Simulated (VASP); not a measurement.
# Pm (Fm-3m) in VASP: further runs

One crystal, Pm, is run at these levels: LDA; tasks: single point.

All numbers are computed with VASP 6.6.1; they aren't measurements. Logs are shortened: lines on timing, memory, paths and dates and some standing lists are left out, and cuts for length are marked.

**1. Starting point**

Symmetry: Fm-3m, No. 225, cubic system. The conventional cell has a = 5.168 Å, b = 5.168 Å, c = 5.168 Å, α = 90.00°, β = 90.00°, γ = 90.00°. Pm (site symmetry m-3m) is surrounded by 12 Pm at 3.65 Å.

This isn't the form of Pm at room conditions, which is double hcp.

**2. Single point, LDA, collinear spin, ferromagnetic start**

File INCAR:

```
PREC     = Accurate       # precision mode
ENCUT    = 400            # plane-wave cutoff, eV
EDIFF    = 1E-6           # SCF threshold, eV
ISMEAR   = -1             # smearing method
SIGMA    = 0.2            # smearing width, eV
LREAL    = F              # projectors in reciprocal space
LASPH    = T              # aspherical terms in the spheres
NELM     = 100            # most SCF steps
ALGO     = Normal         # electronic algorithm
ISIF     = 2              # what is computed and relaxed
LWAVE    = F              # write WAVECAR
LCHARG   = F              # write CHGCAR
ISPIN    = 2              # spin polarisation
MAGMOM   = 4              # initial moments
LORBIT   = 11             # projections on sites
LMAXMIX  = 6              # l up to which the mixer works
GGA      = CA             # functional
NBANDS   = 18             # bands
ADDGRID  = F
```

File KPOINTS:

```
Automatic mesh
0
Gamma
  8 8 8
```

File POSCAR:

```
Pm
1.0
   -0.0555010000      2.5655700000      2.5293400000
    2.5242190000     -0.0080540000      2.4818930000
    2.6229240000      2.6168280000     -0.1067590000
Pm
1
Direct
    0.0077670000      0.0042080000     -0.0216400000
```

Potentials or basis: VASP PAW PBE potentials, release 64 (Pm).

Command:

```console
cat potpaw_PBE.64/Pm/POTCAR > POTCAR
mpirun -np 1 vasp_std > vasp.out
```

OUTCAR:

```text
PREC = Accurate
   ENCUT = 400
   EDIFF = 1E-6
   ISMEAR = -1
   LREAL = F
   LASPH = T
   NELM = 100
   ISIF = 2
   ISPIN = 2
   LORBIT = 11
   GGA = CA

 Found    260 irreducible k-points:

 Following reciprocal coordinates:
            Coordinates               Weight
  0.000000  0.000000  0.000000      1.000000
  0.125000  0.000000  0.000000      2.000000
  0.250000  0.000000  0.000000      2.000000
  0.375000  0.000000  0.000000      2.000000
  0.500000  0.000000  0.000000      1.000000
  0.000000  0.125000 -0.000000      2.000000
   k-points           NKPTS =    260   k-points in BZ     NKDIM =    260   number of bands    NBANDS=     18
   number of dos      NEDOS =    301   number of ions     NIONS =      1
   total plane-waves  NPLWV =  13824
   dimension x,y,z NGX =    24 NGY =   24 NGZ =   24
   dimension x,y,z NGXF=    48 NGYF=   48 NGZF=   48
   ions per type =               1
   NGX,Y,Z   is equivalent  to a cutoff of  11.07, 11.27, 10.76 a.u.
   NGXF,Y,Z  is equivalent  to a cutoff of  22.15, 22.54, 21.53 a.u.
 SYSTEM =  unknown system
   PREC   = accura    normal or accurate (medium, high low for compatibility)
   ISTART =      0    job   : 0-new  1-cont  2-samecut
   ICHARG =      2    charge: 1-file 2-atom 10-const
   ISPIN  =      2    spin polarized calculation?
   LNONCOLLINEAR =      F non collinear calculations
   LSORBIT =      F    spin-orbit coupling
   LASPH  =      T    aspherical Exc in radial PAW
   ENCUT  =  400.0 eV  29.40 Ry    5.42 a.u.   5.88  5.77  6.04*2*pi/ulx,y,z
   NELM   =    100;   NELMIN=  2; NELMDL= -5     # of ELM steps
   EDIFF  = 0.1E-05   stopping-criterion for ELM
   LREAL  =      F    real-space projection
   EDIFFG = 0.1E-04   stopping-criterion for IOM
   NSW    =      0    number of steps for IOM
   IBRION =     -1    ionic relax: 0-MD 1-quasi-New 2-CG
   NFREE  =      0    steps in history (QN), initial steepest desc. (CG)
   ISIF   =      2    stress and relaxation
   ISYM   =      2    0-nonsym 1-usesym 2-fastsym
   POTIM  = 0.5000    time-step for ionic-motion
   TEBEG  =    0.0;   TEEND  =   0.0 temperature during run
   PSTRESS=    0.0 pullay stress
   NELECT =      15.0000    total number of electrons
   NUPDOWN=      -1.0000    fix difference up-down
   EMIN   =  10.00;   EMAX   =-10.00  energy-range for DOS
   EFERMI =   0.00;   METHOD = LEGACY
   ISMEAR =    -1;   SIGMA  =   0.20  broadening in eV -4-tet -1-fermi 0-gaus
   EFERMI_NEDOS =   21; number of points for ismear=-14 and -15
   IALGO  =     38    algorithm
   IMIX   =      4    mixing-type and parameters
     AMIX     =   0.40;   BMIX     =  1.00
     AMIX_MAG =   1.60;   BMIX_MAG =  1.00
  volume/ion in A,a.u.               =      34.51       232.91
  Fermi-wavevector in a.u.,A,eV,Ry     =   1.240052  2.343359 20.922083  1.537730
  Thomas-Fermi vector in A             =   2.374509
   LORBIT       =     11    0 simple, 1 ext, 2 COOP (PROOUT), +10 PAW based schemes
   GGA     = CA    functional components
   LHFCALC =     F    Hartree Fock is set to
   AEXX    =    0.0000 exact exchange contribution
   IVDW    =     0    specifies the selected vdW correction
   LEPSILON=     F    determine dielectric tensor
   LRPA    =     F    only Hartree local field effects (RPA)
 spin polarized calculation
  energy-cutoff  :      400.00
  volume of cell :       34.51
 maximum number of plane-waves:       641
   NGX = 11   NGY = 11   NGZ = 13

 number of electron      15.0000000 magnetization       5.0859626

 Free energy of the ion-electron system (eV)
  ---------------------------------------------------
  ext. energy  EPLUGINS =         0.00000000
  ---------------------------------------------------
  free energy    TOTEN  =        -8.46070199 eV

  energy without entropy =       -7.52419772  energy(sigma->0) =       -7.99244986

 E-fermi :   5.5627     XC(G=0): -10.0590

 val. band max:        5.5625632395   @ k =   0.2500   0.5000   0.2500
 cond. band min:       5.5627504148   @ k =   0.5000   0.1250   0.1250
 fundamental gap:      0.0001871753
 Fermi energy:         5.5626632057

 spin component 1

 k-point     1 :       0.0000    0.0000    0.0000
  band No.  band energies     occupation
      1     -32.8920      1.00000
      2     -12.9673      1.00000
      3     -12.9073      1.00000
      4     -12.8613      1.00000
      5       1.4320      1.00000
      6       5.1103      0.90566
[... 10 lines left out ...]
     17       9.8511      0.00000
     18      14.8880      0.00000

 k-point     2 :       0.1250    0.0000    0.0000
  band No.  band energies     occupation
      1     -32.8757      1.00000
      2     -13.0886      1.00000
      3     -12.9675      1.00000
      4     -12.8841      1.00000
      5       1.8652      1.00000
      6       5.0876      0.91493
[... 10 lines left out ...]
     17       9.6706      0.00000
     18      15.6536      0.00000

 k-point     3 :       0.2500    0.0000    0.0000
  band No.  band energies     occupation
      1     -32.8357      1.00000
      2     -13.4676      1.00000
      3     -13.0053      1.00000
      4     -12.9371      1.00000
      5       2.8544      1.00000
      6       5.1034      0.90859
[... 10 lines left out ...]
     17       9.9428      0.00000
     18      15.0022      0.00000

 k-point     4 :       0.3750    0.0000    0.0000
  band No.  band energies     occupation
      1     -32.7956      1.00000
      2     -13.8229      1.00000
      3     -13.0405      1.00000
      4     -12.9886      1.00000
      5       3.5084      0.99997
      6       5.1706      0.87654
[... 10 lines left out ...]
     17      11.1084      0.00000
     18      14.2744      0.00000

 k-point     5 :       0.5000    0.0000    0.0000
  band No.  band energies     occupation
      1     -32.7789      1.00000
      2     -13.9636      1.00000
      3     -13.0551      1.00000
      4     -13.0094      1.00000
      5       3.6140      0.99994
      6       5.1450      0.88978
[... 10 lines left out ...]
     17      11.8379      0.00000
     18      14.6384      0.00000

 k-point     6 :       0.0000    0.1250   -0.0000
  band No.  band energies     occupation
      1     -32.8731      1.00000
      2     -13.0658      1.00000
      3     -12.9802      1.00000
      4     -12.9158      1.00000
      5       1.8899      1.00000
      6       5.0856      0.91570
[... 10 lines left out ...]
     17       9.5943      0.00000
     18      15.6731      0.00000

 [... further k-points ...]

 spin component 2

 k-point     1 :       0.0000    0.0000    0.0000
  band No.  band energies     occupation
      1     -30.9402      1.00000
      2     -11.4016      1.00000
      3     -11.3327      1.00000
      4     -11.2806      1.00000
      5       2.1356      1.00000
      6       7.6823      0.00002
[... 10 lines left out ...]
     17      10.7690      0.00000
     18      15.9007      0.00000

 k-point     2 :       0.1250    0.0000    0.0000
  band No.  band energies     occupation
      1     -30.9215      1.00000
      2     -11.5395      1.00000
      3     -11.4007      1.00000
      4     -11.3057      1.00000
      5       2.5850      1.00000
      6       7.2420      0.00023
[... 10 lines left out ...]
     17      10.6179      0.00000
     18      16.6106      0.00000

 k-point     3 :       0.2500    0.0000    0.0000
  band No.  band energies     occupation
      1     -30.8758      1.00000
      2     -11.9657      1.00000
      3     -11.4429      1.00000
      4     -11.3644      1.00000
      5       3.6002      0.99995
      6       6.8684      0.00146
[... 10 lines left out ...]
     17      10.9669      0.00000
     18      15.8321      0.00000

 k-point     4 :       0.3750    0.0000    0.0000
  band No.  band energies     occupation
      1     -30.8297      1.00000
      2     -12.3618      1.00000
      3     -11.4819      1.00000
      4     -11.4214      1.00000
      5       4.2613      0.99851
      6       7.2934      0.00017
[... 10 lines left out ...]
     17      12.1448      0.00000
     18      15.1811      0.00000

 k-point     5 :       0.5000    0.0000    0.0000
  band No.  band energies     occupation
      1     -30.8104      1.00000
      2     -12.5180      1.00000
      3     -11.4982      1.00000
      4     -11.4443      1.00000
      5       4.3616      0.99754
      6       7.5095      0.00006
[... 10 lines left out ...]
     17      12.8750      0.00000
     18      15.6084      0.00000

 k-point     6 :       0.0000    0.1250   -0.0000
  band No.  band energies     occupation
      1     -30.9187      1.00000
      2     -11.5121      1.00000
      3     -11.4157      1.00000
      4     -11.3415      1.00000
      5       2.6086      1.00000
      6       7.3236      0.00015
[... 10 lines left out ...]
     17      10.5492      0.00000
     18      16.6010      0.00000

 [... further k-points ...]

------------------------ aborting loop because EDIFF is reached ----------------------------------------

  FORCE on cell =-STRESS in cart. coord.  units (eV):
  Direction    XX          YY          ZZ          XY          YZ          ZX
  --------------------------------------------------------------------------------------
  -------------------------------------------------------------------------------------
  Total       -0.5285725     -0.5355902     -0.4929799     -0.0621652      0.0892604      0.2318239
  in kB      -24.5368820    -24.8626531    -22.8846403     -2.8857751      4.1435586     10.7615047
  external PRESSURE =     -24.0947252 kB  Pullay stress =       0.0000000 kB

 VOLUME and BASIS-vectors are now :
 -----------------------------------------------------------------------------
  energy-cutoff  :      400.00
  volume of cell :       34.51
      direct lattice vectors                 reciprocal lattice vectors
    -0.055501000  2.565570000  2.529340000    -0.188150331  0.196421533  0.191996440
     2.524219000 -0.008054000  2.481893000     0.199708474 -0.192047705  0.199180755
     2.622924000  2.616828000 -0.106759000     0.185079531  0.188976904 -0.187622612

 POSITION                                       TOTAL-FORCE (eV/Angst)
 -----------------------------------------------------------------------------------
      2.57635      2.58009     -0.07436        -0.000000      0.000000      0.000000
 -----------------------------------------------------------------------------------
    total drift:                                0.000009     -0.000002      0.000001

  FREE ENERGIE OF THE ION-ELECTRON SYSTEM (eV)
  ---------------------------------------------------
  free  energy   TOTEN  =        -8.4607019949 eV

  energy  without entropy=       -7.5241977167  energy(sigma->0) =       -7.99244986

 total charge

# of ion       s       p       d       f       tot
--------------------------------------------------
    1        2.043   5.483   0.502   4.387  12.415

 magnetization (x)

# of ion       s       p       d       f       tot
--------------------------------------------------
    1       -0.000   0.023   0.162   4.369   4.554
```

Wall time 80 s (1 thread of Intel Xeon 6975P-C (Granite Rapids), shared host); peak memory 0.28 GiB.

The run converged, but some of its settings lie outside the range that counts as converged, so its numbers aren't taken as properties of the crystal.

What came out:

| Property | Result |
| --- | --- |
| Free energy | -8.4607 eV |
| Pressure | -2.4 GPa |
| Band gap on the k mesh | none (metal or under the smearing width) |
| Net moment | 5.09 μB per cell |
| Site moments | Pm +4.55 μB |
| Valence electrons inside the program's atomic spheres | Pm 12.41 |

Caveat: the cutoff is under 1.25 times the usual one of these potentials, so pressure, stress and relaxed cells hold a basis-set (Pulay) error; the magnetic or orbital state may not be the lowest; the PAW data sets were made with another functional, which shifts forces and pressure a little; spin-orbit coupling is left out, which moves the levels of the heavy elements.

**3. Single point, LDA, collinear spin, ferromagnetic start**

This run uses another cell than the first one, of the same volume but with other edges.

INCAR, as its differences from that of step 2:

```diff
@@ -1,3 +1,3 @@
 PREC     = Accurate       # precision mode
-ENCUT    = 400            # plane-wave cutoff, eV
+ENCUT    = 350            # plane-wave cutoff, eV
 EDIFF    = 1E-6           # SCF threshold, eV
```

File KPOINTS:

```
Automatic mesh
0
Gamma
  9 9 9
```

File POSCAR:

```
Pm
1.0
    0.0000000000      2.5841748100      2.5841748100
    2.5841748100      0.0000000000      2.5841748100
    2.5841748100      2.5841748100      0.0000000000
Pm
1
Direct
    0.0000000000      0.0000000000      0.0000000000
```

Potentials or basis: VASP PAW PBE potentials, release 64 (Pm).

Command:

```console
cat potpaw_PBE.64/Pm/POTCAR > POTCAR
mpirun -np 1 vasp_std > vasp.out
```

Run time: 12 s. Hardware: 1 thread of Intel Xeon 6975P-C (Granite Rapids), shared host; peak memory 0.15 GiB.

The run converged, but some of its settings lie outside the range that counts as converged, so its numbers aren't taken as properties of the crystal.

Results:

```yaml
Free_energy: -8.4685 eV
Band_gap_on_the_k_mesh: none (metal or under the smearing width)
Net_moment: 5.09 μB per cell
Site_moments: Pm +4.55 μB
Valence_electrons_inside_the_program's_atomic_spheres: Pm 12.42
```

Caveat: the cutoff is under 1.25 times the usual one of these potentials, so pressure, stress and relaxed cells hold a basis-set (Pulay) error; the magnetic or orbital state may not be the lowest; the PAW data sets were made with another functional, which shifts forces and pressure a little; spin-orbit coupling is left out, which moves the levels of the heavy elements.

**4. For comparison**

An earlier run on the cell as given: functional PBE; potentials or basis VASP PAW PBE potentials, release 64 (Pm); cutoff 520 eV; k mesh 9 × 9 × 9; occupations fermi-dirac, width 0.05 eV; collinear spin, ferromagnetic start; starting moments [4.0] μB.

- Pressure: 1.1 GPa
- Band gap on the k mesh: none (metal or under the smearing width)
- Net moment: 5.45 μB per cell
- Site moments: Pm +4.67 μB
- Valence electrons inside the program's atomic spheres: Pm 12.42
